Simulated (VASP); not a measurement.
An input for VASP 6.6.1 (LiH):

The input run.py:

```python
from ase import Atoms
from ase.calculators.vasp import Vasp
from ase.dft.bandgap import bandgap

atoms = Atoms(
    ['Li', 'H'],
    cell=[[0.0, 2.03675, 2.03675], [2.03675, 0.0, 2.03675], [2.03675, 2.03675, 0.0]],
    scaled_positions=[[0.0, 0.0, 0.0], [0.5, 0.5, 0.5]],
    pbc=True,
)
calc = Vasp(
    directory='calc',
    xc='vdw-df-cx',
    pp='PBE',
    setups='recommended',
    prec='Accurate',
    encut=30,
    ediff=1e-06,
    ismear=-1,
    sigma=0.1,
    lreal=False,
    lasph=True,
    nelm=65,
    algo='Normal',
    isif=2,
    lwave=False,
    lcharg=True,
    kpts=[11, 11, 11],
    gamma=True,
)
atoms.calc = calc

print('energy (eV):', atoms.get_potential_energy())
print('free energy (eV):', atoms.get_potential_energy(force_consistent=True))
efermi = calc.get_fermi_level()
print('Fermi level (eV):', efermi)
path = atoms.cell.bandpath(npoints=60, eps=1e-4)
print('path:', path.path)
calc.set(kpts=path.kpts, reciprocal=True, icharg=11, isym=0, lcharg=False)
calc.calculate(atoms)
print('gap on the path (eV):', bandgap(calc, efermi=efermi)[0])
print('direct gap on the path (eV):', bandgap(calc, efermi=efermi, direct=True)[0])
```

Potentials or basis: VASP PAW PBE potentials, release 64 (Li_sv, H).

The run is started by

```bash
$ python run.py
```

Does this run start?

The run stopped without a result. It printed:

Output:

```text
<dir> UserWarning: vdW has been enabled, however no location for the vdw_kernel.bindat file has been specified. Set ASE_VASP_VDW environment variable to copy the vdW kernel.
  warnings.warn(
Traceback (most recent call last):
  ...
ase.calculators.calculator.CalculationFailed: vasp in <dir> returned an error: 1 stderr is in vasp.out
```

OUTCAR:

```text
ENCUT = 30.000000
   EDIFF = 1.00e-06
[... 183 lines left out ...]
 maximum number of plane-waves:         9
 NGX is ok and might be reduce to     6
   NGX =  3   NGY =  3   NGZ =  3

Total vdW correction in eV:      0.7070623
```

Among its messages:

```text
EDDAV: Call to ZHEGV failed. Returncode = 11 2 12 ---->  I REFUSE TO CONTINUE WITH THIS SICK JOB ... BYE!!! <----
```
